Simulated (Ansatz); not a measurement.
ZnS (P6_3mc) from a database of computed structures was relaxed with 4 functionals in the PAW code Ansatz, cell and atoms free, the symmetry of the start kept (meshes: PBE 12×12×2, r2SCAN 12×12×2, PBEsol 12×12×2, LDA 12×12×2). (Simulation; spin polarisation is off.)

The PBE result:
```
Zn S
1.0
     3.84616    0.00000    0.00000
    -1.92308    3.33087    0.00000
     0.00000    0.00000   12.58855
Zn S
4 4
Direct
  0.66667 0.33333 0.75004
  0.33333 0.66667 0.25004
  0.00000 0.00000 0.50009
  0.00000 0.00000 0.00009
  0.66667 0.33333 0.93761
  0.33333 0.66667 0.43761
  0.00000 0.00000 0.68726
  0.00000 0.00000 0.18726
```

It is hexagonal, P6_3mc (No. 186); a = 3.846 Å, c = 12.589 Å in the conventional setting, 20.16 Å³ an atom. Zn is surrounded by 4 S at 2.36 Å; S is surrounded by 4 Zn at 2.36 Å.

(1) Order the functionals by the relaxed volume, smallest first.
A. LDA
B. PBEsol
C. r2SCAN
D. PBE

(2) What lattice does r2SCAN give?

(3) How does the cell change with PBEsol?

(4) Held at the r2SCAN cell, what mean stress do LDA and PBE find, and does its sign point to their own minimum?

## Answers

(1) A (18.58 Å³/atom), B (19.22 Å³/atom), C (19.56 Å³/atom), D (20.16 Å³/atom).

(2) a = 3.808 Å, c = 12.466 Å; the volume differs by -2.9 % from PBE's. Zn is surrounded by 4 S at 2.33–2.34 Å; Zn is surrounded by 4 S at 2.33 Å; S is surrounded by 4 Zn at 2.33–2.34 Å (further sites aren't listed).

(3) a = 3.785 Å, c = 12.392 Å; the volume differs by -4.7 % from PBE's. Zn is surrounded by 4 S at 2.32 Å; S is surrounded by 4 Zn at 2.32 Å (further sites aren't listed).

(4) Yes. LDA -3.98 GPa, and its relaxed volume is -5.0 % from r2SCAN's; PBE +2.27 GPa, and its relaxed volume is +3.0 % from r2SCAN's. Compression counts positive, so a positive stress asks for a larger cell.
